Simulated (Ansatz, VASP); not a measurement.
# Ti: VASP beside Ansatz

```xyz
1
Lattice="-1.6410 1.6410 1.6410 1.6410 -1.6410 1.6410 1.6410 1.6410 -1.6410" Properties=species:S:1:pos:R:3 pbc="T T T"
Ti    0.0000    0.0000    0.0000
```

This isn't the form of Ti at room conditions, which is hcp.

Alike in both runs: task relaxation of cell and atoms; functional PBE; k mesh 11 × 11 × 11; occupations fermi-dirac, width 0.05 eV; no spin polarisation.

```csv
,VASP,Ansatz
version,VASP 6.6.1,Ansatz 0.2.0
potentials or method,"VASP PAW PBE potentials, release 64 (Ti_sv), cutoff 600 eV","all-electron LAPW, scalar-relativistic"
```

VASP gave:

| Property | Result |
| --- | --- |
| relaxed volume (Å³/atom) | 17.20 |
| relaxed cell length with the largest relative difference (Å) | 2.816 |
| energy change over the relaxation (meV/atom) | -4 |

Q: Which values does Ansatz return?

A: Relaxed volume (Å³/atom): 17.24; relaxed cell length with the largest relative difference (Å): 2.819; energy change over the relaxation (meV/atom): -3.

Ansatz ran all-electron here, so the differences hold the error of VASP's frozen core and of both bases.
